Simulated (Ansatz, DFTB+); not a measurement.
# Relative energies of C3H9N isomers

3 of its isomers, all singlets with charge 0: A = propylamine `CCCN`; B = isopropylamine `CC(C)N`; C = trimethylamine `CN(C)C`.

Shapes, held fixed at every level: PBE0-D4/def2-TZVP. Flexible molecules stand in one conformer, not always the lowest. Programs: Ansatz 0.2.0, DFTB+ 25.1.

Electronic energies in kJ/mol, without zero-point or thermal terms.

| level | kind | B − A | C − A |
| --- | --- | --- | --- |
| DFTB2 | semi-empirical | -9.2 | +56.6 |
| PBE-D4/def2-TZVPP | GGA | -10.9 | +45.4 |
| r2SCAN-D4/def2-TZVPP | meta-GGA | -13.2 | +46.5 |
| PBE0-D4/def2-TZVPP | global hybrid | -11.3 | +47.9 |
| wB97M-V/def2-TZVPP | range-separated hybrid | -12.9 | +48.2 |
| CCSD(T)/def2-TZVPP | coupled cluster or CI | -13.5 | +47.3 |
| CCSD/def2-TZVPP | coupled cluster or CI | -13.1 | +48.2 |
| CCSD(T)/CBS estimate | coupled cluster or CI | -14.2 | +49.5 |

The highest level, CCSD(T)/CBS estimate, puts B lowest of these. All levels agree on that. The B − A difference spans -14.2 to -9.2 kJ/mol over the levels. The CBS estimate extrapolates MP2 from def2-TZVPP and def2-QZVPP and adds CCSD(T) − MP2 in the triple-zeta set, cores frozen.
